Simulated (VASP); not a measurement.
# NaF (Villiaumite) (Fm-3m) in VASP: further runs

The runs below take NaF (Villiaumite) through relaxation of the atoms, with LDA.

All numbers are computed with VASP 6.6.1; they aren't measurements. Logs are shortened: lines on timing, memory, paths and dates and some standing lists are left out, and cuts for length are marked.

## 1. The undisturbed crystal

Symmetry: Fm-3m, No. 225, cubic system. The conventional cell has a = 4.640 Å, b = 4.640 Å, c = 4.640 Å, α = 90.00°, β = 90.00°, γ = 90.00°. Around Na (site symmetry m-3m) lie 6 F at 2.32 Å. F (site symmetry m-3m) is surrounded by 6 Na at 2.32 Å.

## 2. Relaxation of the atoms, LDA (a relaxed cell with its volume scaled by 0.94)

INCAR reads:

```
ALGO = Normal
EDIFF = 1E-7
EDIFFG = -0.01
ENCUT = 600
GGA = CA
IBRION = 2
ISIF = 2
ISMEAR = 0
LASPH = True
LCHARG = False
LREAL = False
LWAVE = False
NELM = 80
NSW = 40
PREC = Accurate
SIGMA = 0.03
```

KPOINTS reads:

```
k-points
0
Gamma
  10 10 10
```

POSCAR reads:

```
NaF                                     
1.0
    0.0000000000      2.2031730959      2.2031730959
    2.2031730959      0.0000000000      2.2031730959
    2.2031730959      2.2031730959      0.0000000000
  Na              F             
     1     1
Direct
     0.0000000000000000    0.0000000000000000    0.0000000000000000
     0.5000000000000000    0.5000000000000000    0.5000000000000000
```

Potentials or basis: VASP PAW LDA potentials, release 64 (Na_pv, F).

On the command line:

```sh
cat potpaw_LDA.64/Na_pv/POTCAR potpaw_LDA.64/F/POTCAR > POTCAR
mpirun -np 1 vasp_std > vasp.out
```

OUTCAR:

```text
EDIFF = 1E-7
   EDIFFG = -0.01
   ENCUT = 600
   GGA = CA
   IBRION = 2
   ISIF = 2
   ISMEAR = 0
   LASPH = True
   LREAL = False
   NELM = 80
   NSW = 40
   PREC = Accurate

 ion  position               nearest neighbor table
   1  0.000  0.000  0.000-   2 2.20   2 2.20   2 2.20   2 2.20   2 2.20   2 2.20
   2  0.500  0.500  0.500-   1 2.20   1 2.20   1 2.20   1 2.20   1 2.20   1 2.20

  LATTYP: Found a face centered cubic cell.
 ALAT       =     4.4063461918

  Lattice vectors:

 A1 = (   0.0000000000,   2.2031730959,   2.2031730959)
 A2 = (   2.2031730959,   0.0000000000,   2.2031730959)
 A3 = (   2.2031730959,   2.2031730959,   0.0000000000)

Analysis of symmetry for initial positions (statically):
=====================================================================
 Subroutine PRICEL returns:
 Original cell was already a primitive cell.

 Routine SETGRP: Setting up the symmetry group for a
 face centered cubic supercell.

 Subroutine GETGRP returns: Found 48 space group operations
 (whereof 48 operations were pure point group operations)
 out of a pool of 48 trial point group operations.

The static configuration has the point symmetry O_h .

Analysis of symmetry for dynamics (positions and initial velocities):
=====================================================================
 Subroutine PRICEL returns:
 Original cell was already a primitive cell.

 Routine SETGRP: Setting up the symmetry group for a
 face centered cubic supercell.

 Subroutine GETGRP returns: Found 48 space group operations
 (whereof 48 operations were pure point group operations)
 out of a pool of 48 trial point group operations.

The dynamic configuration has the point symmetry O_h .

 Subroutine INISYM returns: Found 48 space group operations
 (whereof 48 operations are pure point group operations),
 and found     1 'primitive' translations

----------------------------------------------------------------------------------------

                                     Primitive cell

  volume of cell :      21.3883

  direct lattice vectors                    reciprocal lattice vectors
     0.000000000  2.203173096  2.203173096    -0.226945400  0.226945400  0.226945400
     2.203173096  0.000000000  2.203173096     0.226945400 -0.226945400  0.226945400
     2.203173096  2.203173096  0.000000000     0.226945400  0.226945400 -0.226945400

  length of vectors
     3.115757272  3.115757272  3.115757272     0.393080964  0.393080964  0.393080964

  position of ions in fractional coordinates (direct lattice)
     0.000000000  0.000000000  0.000000000
     0.500000000  0.500000000  0.500000000

  ion indices of the primitive-cell ions
   primitive index   ion index
                 1           1
                 2           2

----------------------------------------------------------------------------------------

 KPOINTS: k-points

Automatic generation of k-mesh.
 Grid dimensions read from file:
 generate k-points for:   10   10   10

 Generating k-lattice:

  Cartesian coordinates                     Fractional coordinates (reciprocal lattice)
    -0.022694540  0.022694540  0.022694540     0.100000000  0.000000000  0.000000000
     0.022694540 -0.022694540  0.022694540     0.000000000  0.100000000  0.000000000
     0.022694540  0.022694540 -0.022694540     0.000000000  0.000000000  0.100000000

  Length of vectors
     0.039308096  0.039308096  0.039308096

  Shift w.r.t. Gamma in fractional coordinates (k-lattice)
     0.000000000  0.000000000  0.000000000

 Subroutine IBZKPT returns following result:
 ===========================================

 Found     47 irreducible k-points:

 Following reciprocal coordinates:
            Coordinates               Weight
  0.000000  0.000000  0.000000      1.000000
  0.100000  0.000000  0.000000      8.000000
  0.200000  0.000000  0.000000      8.000000
  0.300000  0.000000  0.000000      8.000000
  0.400000  0.000000  0.000000      8.000000
  0.500000  0.000000  0.000000      4.000000
[... 16 lines left out ...]
  0.300000  0.300000  0.000000      6.000000
  0.400000  0.300000  0.000000     24.000000
 [... further k-points ...]
   k-points           NKPTS =     47   k-points in BZ     NKDIM =     47   number of bands    NBANDS=     11
   number of dos      NEDOS =    301   number of ions     NIONS =      2
   total plane-waves  NPLWV =  21952
   dimension x,y,z NGX =    28 NGY =   28 NGZ =   28
   dimension x,y,z NGXF=    56 NGYF=   56 NGZF=   56
   ions per type =               1   1
   NGX,Y,Z   is equivalent  to a cutoff of  14.94, 14.94, 14.94 a.u.
   NGXF,Y,Z  is equivalent  to a cutoff of  29.88, 29.88, 29.88 a.u.
 SYSTEM =  unknown system
   PREC   = accura    normal or accurate (medium, high low for compatibility)
   ISTART =      0    job   : 0-new  1-cont  2-samecut
   ICHARG =      2    charge: 1-file 2-atom 10-const
   ISPIN  =      1    spin polarized calculation?
   LNONCOLLINEAR =      F non collinear calculations
   LSORBIT =      F    spin-orbit coupling
   LASPH  =      T    aspherical Exc in radial PAW
   ENCUT  =  600.0 eV  44.10 Ry    6.64 a.u.   6.22  6.22  6.22*2*pi/ulx,y,z
   NELM   =     80;   NELMIN=  2; NELMDL= -5     # of ELM steps
   EDIFF  = 0.1E-06   stopping-criterion for ELM
   LREAL  =      F    real-space projection
   EDIFFG = -.1E-01   stopping-criterion for IOM
   NSW    =     40    number of steps for IOM
   IBRION =      2    ionic relax: 0-MD 1-quasi-New 2-CG
   NFREE  =      1    steps in history (QN), initial steepest desc. (CG)
   ISIF   =      2    stress and relaxation
   ISYM   =      2    0-nonsym 1-usesym 2-fastsym
   POTIM  = 0.5000    time-step for ionic-motion
   TEBEG  =    0.0;   TEEND  =   0.0 temperature during run
   PSTRESS=    0.0 pullay stress
   NELECT =      14.0000    total number of electrons
   NUPDOWN=      -1.0000    fix difference up-down
   EMIN   =  10.00;   EMAX   =-10.00  energy-range for DOS
   EFERMI =   0.00;   METHOD = LEGACY
   ISMEAR =     0;   SIGMA  =   0.03  broadening in eV -4-tet -1-fermi 0-gaus
   EFERMI_NEDOS =   21; number of points for ismear=-14 and -15
   IALGO  =     38    algorithm
   IMIX   =      4    mixing-type and parameters
     AMIX     =   0.40;   BMIX     =  1.00
     AMIX_MAG =   1.60;   BMIX_MAG =  1.00
  volume/ion in A,a.u.               =      10.69        72.17
  Fermi-wavevector in a.u.,A,eV,Ry     =   1.421430  2.686114 27.490082  2.020464
  Thomas-Fermi vector in A             =   2.542241
   LORBIT       =      0    0 simple, 1 ext, 2 COOP (PROOUT), +10 PAW based schemes
   GGA     = CA    functional components
   LHFCALC =     F    Hartree Fock is set to
   AEXX    =    0.0000 exact exchange contribution
   IVDW    =     0    specifies the selected vdW correction
   LEPSILON=     F    determine dielectric tensor
   LRPA    =     F    only Hartree local field effects (RPA)
 conjugate gradient relaxation of ions
 non-spin polarized calculation
 Gauss-broadening in eV      SIGMA  =   0.03
  energy-cutoff  :      600.00
  volume of cell :       21.39
 maximum number of plane-waves:       728
 NGX is ok and might be reduce to    28
   NGX = 13   NGY = 13   NGZ = 13

 number of electron      13.9999995 magnetization

 Free energy of the ion-electron system (eV)
  ---------------------------------------------------
  ext. energy  EPLUGINS =         0.00000000
  ---------------------------------------------------
  free energy    TOTEN  =        -9.31231759 eV

  energy without entropy =       -9.31231759  energy(sigma->0) =       -9.31231759

 E-fermi :  -1.5432     XC(G=0): -10.7249

 val. band max:       -1.7746084585   @ k =   0.0000   0.0000   0.0000
 cond. band min:       5.0639207798   @ k =   0.0000   0.0000   0.0000
 fundamental gap:      6.8385292383
 Fermi energy:        -1.5432230124

 k-point     1 :       0.0000    0.0000    0.0000
  band No.  band energies     occupation
      1     -20.8360      2.00000
      2     -20.1271      2.00000
      3     -20.1271      2.00000
      4     -20.1271      2.00000
      5      -1.7746      2.00000
      6      -1.7746      2.00000
      7      -1.7746      2.00000
      8       5.0639      0.00000
      9      17.8048      0.00000
     10      17.8048      0.00000
     11      17.8048      0.00000

 k-point     2 :       0.1000    0.0000    0.0000
  band No.  band energies     occupation
      1     -20.9640      2.00000
      2     -20.1289      2.00000
      3     -20.1289      2.00000
      4     -19.9779      2.00000
      5      -2.0261      2.00000
      6      -1.8098      2.00000
      7      -1.8098      2.00000
      8       5.4663      0.00000
      9      16.4565      0.00000
     10      18.0044      0.00000
     11      18.0044      0.00000

 k-point     3 :       0.2000    0.0000    0.0000
  band No.  band energies     occupation
      1     -21.1871      2.00000
      2     -20.1336      2.00000
      3     -20.1336      2.00000
      4     -19.6987      2.00000
      5      -2.6036      2.00000
      6      -1.9012      2.00000
      7      -1.9012      2.00000
      8       6.4778      0.00000
      9      14.6640      0.00000
     10      18.5265      0.00000
     11      18.5265      0.00000
[... 267 lines left out ...]
 k-point    23 :       0.3000    0.3000    0.0000
  band No.  band energies     occupation
      1     -21.0841      2.00000
      2     -20.1882      2.00000
      3     -20.1882      2.00000
      4     -19.7173      2.00000
      5      -3.1269      2.00000
      6      -2.1158      2.00000
      7      -2.1158      2.00000
      8       8.6182      0.00000
      9      12.7302      0.00000
     10      17.3478      0.00000
     11      19.0313      0.00000

 k-point    24 :       0.4000    0.3000    0.0000
  band No.  band energies     occupation
      1     -21.0361      2.00000
      2     -20.2123      2.00000
      3     -20.1974      2.00000
      4     -19.7430      2.00000
      5      -3.2548      2.00000
      6      -2.2547      2.00000
      7      -2.1821      2.00000
      8       9.6696      0.00000
      9      12.2118      0.00000
     10      16.1739      0.00000
     11      19.2242      0.00000

 [... further k-points ...]

------------------------ aborting loop because EDIFF is reached ----------------------------------------

  FORCE on cell =-STRESS in cart. coord.  units (eV):
  Direction    XX          YY          ZZ          XY          YZ          ZX
  --------------------------------------------------------------------------------------
  -------------------------------------------------------------------------------------
  Total        0.6067371      0.6067371      0.6067371      0.0000000      0.0000000     -0.0000000
  in kB       45.4501486     45.4501486     45.4501486      0.0000000      0.0000000     -0.0000000
  external PRESSURE =      45.4501486 kB  Pullay stress =       0.0000000 kB

 VOLUME and BASIS-vectors are now :
 -----------------------------------------------------------------------------
  energy-cutoff  :      600.00
  volume of cell :       21.39
      direct lattice vectors                 reciprocal lattice vectors
     0.000000000  2.203173096  2.203173096    -0.226945400  0.226945400  0.226945400
     2.203173096  0.000000000  2.203173096     0.226945400 -0.226945400  0.226945400
     2.203173096  2.203173096  0.000000000     0.226945400  0.226945400 -0.226945400

 POSITION                                       TOTAL-FORCE (eV/Angst)
 -----------------------------------------------------------------------------------
      0.00000      0.00000      0.00000        -0.000000      0.000000     -0.000000
      2.20317      2.20317      2.20317         0.000000     -0.000000      0.000000
 -----------------------------------------------------------------------------------
    total drift:                                0.000000      0.000000      0.000000

  FREE ENERGIE OF THE ION-ELECTRON SYSTEM (eV)
  ---------------------------------------------------
  free  energy   TOTEN  =        -9.3123175941 eV

  energy  without entropy=       -9.3123175941  energy(sigma->0) =       -9.31231759

 reached required accuracy - stopping structural energy minimisation
```

It took 6.4 s on 1 thread of AMD EPYC 9R45 (Zen 5), shared host; peak memory 0.11 GiB.

What came out:

| Item | Value |
| --- | --- |
| Free energy | -9.3123 eV |
| Pressure after relaxing | 4.5 GPa |
| Band gap on the k mesh | 6.84 eV, direct |

Final structure:
```
Na F
1.0
     0.00000    2.20317    2.20317
     2.20317    0.00000    2.20317
     2.20317    2.20317    0.00000
Na F
1 1
Cartesian
  0.0000 0.0000 0.0000
  2.2032 2.2032 2.2032
```

Levels at points of the mesh, in eV from the valence-band top:
```tsv
k point	band 5	band 6	band 7	band 8	band 9	band 10
(0.00, 0.00, 0.00)	0.00	0.00	0.00	6.84	19.58	19.58
(0.50, 0.00, 0.00)	-2.03	-0.36	-0.36	11.33	13.41	21.33
(0.50, 0.50, 0.00)	-1.57	-0.50	-0.50	13.30	14.04	14.80
```

Caveat: the relaxation stopped at its first step, so nothing moved.

## 3. Relaxation of the atoms, LDA (a relaxed cell with its volume scaled by 0.96)

INCAR is that of step 2.

KPOINTS is that of step 2.

POSCAR reads:

```
NaF                                     
1.0
    0.0000000000      2.2186889106      2.2186889106
    2.2186889106      0.0000000000      2.2186889106
    2.2186889106      2.2186889106      0.0000000000
  Na              F             
     1     1
Direct
     0.0000000000000000    0.0000000000000000    0.0000000000000000
     0.5000000000000000    0.5000000000000000    0.5000000000000000
```

Potentials or basis: VASP PAW LDA potentials, release 64 (Na_pv, F).

On the command line:

```sh
cat potpaw_LDA.64/Na_pv/POTCAR potpaw_LDA.64/F/POTCAR > POTCAR
mpirun -np 1 vasp_std > vasp.out
```

Run time: 6.7 s. Hardware: 1 thread of AMD EPYC 9R45 (Zen 5), shared host; peak memory 0.11 GiB.

Results (log left out):

```
Free energy             : -9.3240 eV
Pressure after relaxing : 2.9 GPa
Band gap on the k mesh  : 6.70 eV, direct
```

Final structure:
```
CELL_PARAMETERS angstrom
0.00000 2.21869 2.21869
2.21869 0.00000 2.21869
2.21869 2.21869 0.00000
ATOMIC_POSITIONS crystal
Na 0.00000 0.00000 0.00000
F 0.50000 0.50000 0.50000
```

Levels at points of the mesh, in eV from the valence-band top:
```
           k point  band 4  band 5  band 6  band 7  band 8  band 9  band 10  band 11
(0.00, 0.00, 0.00)  -18.41    0.00    0.00    0.00    6.70   19.43    19.43    19.43
(0.50, 0.00, 0.00)  -17.48   -1.98   -0.34   -0.34   11.20   13.22    21.09    21.09
(0.50, 0.50, 0.00)  -18.49   -1.54   -0.49   -0.49   13.24   13.85    14.57    21.05
```

Caveat: the relaxation stopped at its first step, so nothing moved. A k mesh can miss the band edges.

## 4. Relaxation of the atoms, LDA (a relaxed cell with its volume scaled by 0.98)

INCAR is that of step 3.

KPOINTS is that of step 3.

POSCAR reads:

```
NaF                                     
1.0
    0.0000000000      2.2339906970      2.2339906970
    2.2339906970      0.0000000000      2.2339906970
    2.2339906970      2.2339906970      0.0000000000
  Na              F             
     1     1
Direct
     0.0000000000000000    0.0000000000000000    0.0000000000000000
     0.5000000000000000    0.5000000000000000    0.5000000000000000
```

On the command line:

```sh
cat potpaw_LDA.64/Na_pv/POTCAR potpaw_LDA.64/F/POTCAR > POTCAR
mpirun -np 1 vasp_std > vasp.out
```

Wall time 6.5 s (1 thread of AMD EPYC 9R45 (Zen 5), shared host); peak memory 0.11 GiB.

Results (log left out):

* Free energy: -9.3312 eV
* Pressure after relaxing: 1.4 GPa
* Band gap on the k mesh: 6.58 eV, direct

Final structure:
```
Na F
1.0
     0.00000    2.23399    2.23399
     2.23399    0.00000    2.23399
     2.23399    2.23399    0.00000
Na F
1 1
Direct
  0.00000 0.00000 0.00000
  0.50000 0.50000 0.50000
```

Levels at points of the mesh, in eV from the valence-band top:
```csv
k point,band 3,band 4,band 5,band 6,band 7,band 8,band 9,band 10,band 11
"(0.00, 0.00, 0.00)",-18.46,-18.46,0.00,0.00,0.00,6.58,19.29,19.29,19.29
"(0.50, 0.00, 0.00)",-18.47,-17.54,-1.92,-0.33,-0.33,11.06,13.04,20.86,20.86
"(0.50, 0.50, 0.00)",-18.54,-18.54,-1.51,-0.48,-0.48,13.18,13.67,14.35,20.77
```

Caveat: the relaxation stopped at its first step, so nothing moved.

## 5. The runs side by side

| cell | gap on the mesh (eV) | pressure (GPa) |
| --- | --- | --- |
| atoms relaxed from: a relaxed cell with its volume scaled by 0.94 | 6.84 | 4.5 |
| atoms relaxed from: a relaxed cell with its volume scaled by 0.96 | 6.70 | 2.9 |
| atoms relaxed from: a relaxed cell with its volume scaled by 0.98 | 6.58 | 1.4 |

Alike in all rows: task relaxation of the atoms; level LDA; potentials or basis VASP PAW LDA potentials, release 64 (Na_pv, F); no spin polarisation; k mesh 10 × 10 × 10; cutoff (eV) 600; smearing gaussian 0.03 eV.

Caveats: the relaxation stopped at its first step, so nothing moved.

Total energies depend on the potentials used, so only differences within one code and one set of settings carry meaning.
